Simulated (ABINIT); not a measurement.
Runs of ABINIT 10.8.3 (patched build) on TePb. It takes space group Pm-3m (No. 221, cubic). Conventional cell: a = 4.002 Å, b = 4.002 Å, c = 4.002 Å, α = 90.00°, β = 90.00°, γ = 90.00°. Pb (site symmetry m-3m) is surrounded by 8 Te at 3.47 Å. Around Te (site symmetry m-3m) lie 8 Pb at 3.47 Å. Measurements of this composition are mostly on another form, of space group No. 225.

```csv
task,level,spin,gap on the mesh (eV),pressure (GPa)
band structure,BP86,off,none,(a)
band structure,BLYP,"SOC, no magnetisation",none,3.7
band structure,RPBE,"SOC, no magnetisation",none,1.3
band structure,HCTH407,"SOC, no magnetisation",none,2.5
```

Alike in all rows: potentials or basis JTH PAW PBE v2.0; cell as given; k mesh 7 × 7 × 7; cutoff (eV) 599; smearing fermi-dirac 0.05 eV.

Task: Estimate the missing entries.

Result: (a) 0.5.

Caveats: the PAW data sets were made with another functional, which shifts forces and pressure a little; spin-orbit coupling is left out, which moves the levels of the heavy elements (some runs).

A k mesh can miss the band edges, and rows without SOC leave out spin-orbit coupling on Pb, Te.

A gap of «none» marks a metal or a gap under the smearing width.
